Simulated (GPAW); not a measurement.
The system is MnS.

```
Mn S
1.0
     3.21166    0.00000    0.00000
     0.00000    3.21166    0.00000
     0.00000    0.00000    3.21166
Mn S
1 1
Cartesian
  0.0000 0.0000 0.0000
  1.6058 1.6058 1.6058
```

Measurements of this composition are mostly on another form, of space group No. 225.

Base run:

| Item | Value |
| --- | --- |
| Program | GPAW 26.7.0 |
| Functional | LDA |
| Potentials or basis | the program's PAW data sets (release 1.2.1) made for this functional |
| Cutoff | 600 eV |
| Basis | pw |
| k mesh | 6 × 6 × 6 |
| Occupations | gaussian, width 0.05 eV |
| Spin | collinear spin, ferromagnetic start |
| Starting moments | [4.0, 0.0] μB |
| Hubbard terms | Mn d U = 8 eV |

Its results: band gap on the k mesh none (metal or under the smearing width); pressure 2.9 GPa; net moment 4.94 μB per cell; site moments Mn +4.58; S +0.03 μB.

Question: The run is repeated on the same cell with these changes: hubbard terms from Mn d U = 8 eV to Mn d U = 4 eV. What comes out?

Answer: Band gap on the k mesh none (metal or under the smearing width); pressure -1.0 GPa; net moment 4.91 μB per cell; site moments Mn +4.42; S +0.09 μB.

Caveats: a cell with one magnetic atom can't hold antiferromagnetic order, which such compounds often take.
